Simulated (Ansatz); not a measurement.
**SnO2 under strain**

These are results of DFT PBE, scalar-relativistic, plane waves, PAW (Ansatz 0.2.0), not measurements. (420 eV cutoff, 6×6×8 k-mesh, Gaussian smearing of 0.02 eV, no spin polarisation)

The relaxed crystal:

```yaml
crystal:
  lattice:
    - [4.82719, 0.00000, 0.00000]
    - [0.00000, 4.82719, 0.00000]
    - [0.00000, 0.00000, 3.23815]
  atoms:
    - { symbol: Sn, position: [0.50000, 0.50000, 0.50000] }
    - { symbol: Sn, position: [0.00000, 0.00000, 0.00000] }
    - { symbol: O, position: [0.19342, 0.80658, 0.50000] }
    - { symbol: O, position: [0.80658, 0.19342, 0.50000] }
    - { symbol: O, position: [0.30658, 0.30658, 0.00000] }
    - { symbol: O, position: [0.69342, 0.69342, 0.00000] }
```

Deformation: biaxial strain in the a-b plane, with the length and tilt of c and the atoms relaxed, all within the symmetry that the strain leaves. Energies are extrapolated to zero smearing. Stress is positive in compression, on the Cartesian axes of the cell above. Gaps are Kohn–Sham gaps over the whole zone.

| strain (%) | ΔE (meV/atom) | a (Å) | b (Å) | c (Å) | σxx (GPa) | σyy (GPa) | σzz (GPa) | gap (eV) |
| --- | --- | --- | --- | --- | --- | --- | --- | --- |
| -4.5 | 46.1 | 4.610 | 4.610 | 3.358 | 13.69 | 13.69 | 0.01 | 1.09 |
| -3.0 | 20.0 | 4.682 | 4.682 | 3.313 | 8.78 | 8.78 | 0.00 | 0.94 |
| -1.5 | 4.8 | 4.755 | 4.755 | 3.273 | 4.19 | 4.19 | 0.00 | 0.80 |
| +0.0 | 0.0 | 4.827 | 4.827 | 3.238 | 0.02 | 0.02 | 0.01 | 0.68 |
| +1.5 | 4.4 | 4.900 | 4.900 | 3.207 | -3.67 | -3.67 | 0.00 | 0.58 |
| +3.0 | 16.9 | 4.972 | 4.972 | 3.180 | -6.80 | -6.80 | 0.00 | 0.50 |
| +4.5 | 36.4 | 5.044 | 5.044 | 3.157 | -9.32 | -9.32 | 0.00 | 0.45 |